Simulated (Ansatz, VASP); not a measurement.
**Si: VASP beside Ansatz**

Contents of INCAR:

```
SYSTEM = Si
  PREC = Accurate
  ENCUT = 520
  EDIFF = 1E-7
  ISMEAR = -1
  SIGMA = 0.1
  LREAL = .False.
  LASPH = .True.
  NELM = 60
  ALGO = Normal
  ISIF = 2
  LWAVE = .False.
  LCHARG = .False.
  NBANDS = 8
```

KPOINTS

```
Automatic mesh
0
Gamma
  16 16 16
  0 0 0
```

Contents of POSCAR:

```
Si
1.0
    2.2820925752      0.0000000000      0.0000000000
    0.0000000000      2.2820925752      0.0000000000
    0.0000000000      0.0000000000      2.2820925752
Si
1
Direct
    0.0000000000      0.0000000000      0.0000000000
```

Input for Ansatz:

```yaml
crystal:
  lattice:
    - [2.2820925752, 0.0, 0.0]
    - [0.0, 2.2820925752, 0.0]
    - [0.0, 0.0, 2.2820925752]
  atoms:
    - { symbol: Si, position: [0.0, 0.0, 0.0] }
kpoints:
  mp_grid: { grid: [16, 16, 16] }
scf:
  occupations: { method: fermi_dirac, width: 0.1 }
hamiltonian:
  xc: lda
  pseudopotentials: { kind: all_electron, lapw: { basis_error: 0.001 } }
output:
  forces: true
  stress: true
  eigenvalues: true
  populations: true
```

Change from the starting cell: volume scaled by 0.76, LAPW.

Alike in both runs: task single point; functional LDA; k mesh 16 × 16 × 16; occupations fermi-dirac, width 0.1 eV; no spin polarisation.

|  | VASP | Ansatz |
| --- | --- | --- |
| version | VASP 6.6.1 | Ansatz 0.2.0 |
| potentials or method | VASP PAW LDA potentials, release 64 (Si) | all-electron LAPW, scalar-relativistic |
| plane-wave cutoff (eV) | 520 | see its input |

Ansatz gave:

| Property | Result |
| --- | --- |
| pressure (GPa) | 52.8 |

Q: Which values does VASP return?

A: Pressure (GPa): 53.2.

Ansatz ran all-electron here, so the differences hold the error of VASP's frozen core and of both bases.

Caveats: so large a pressure means that the cell lies far from this level's equilibrium, or that cutoff or potentials fall short (VASP).
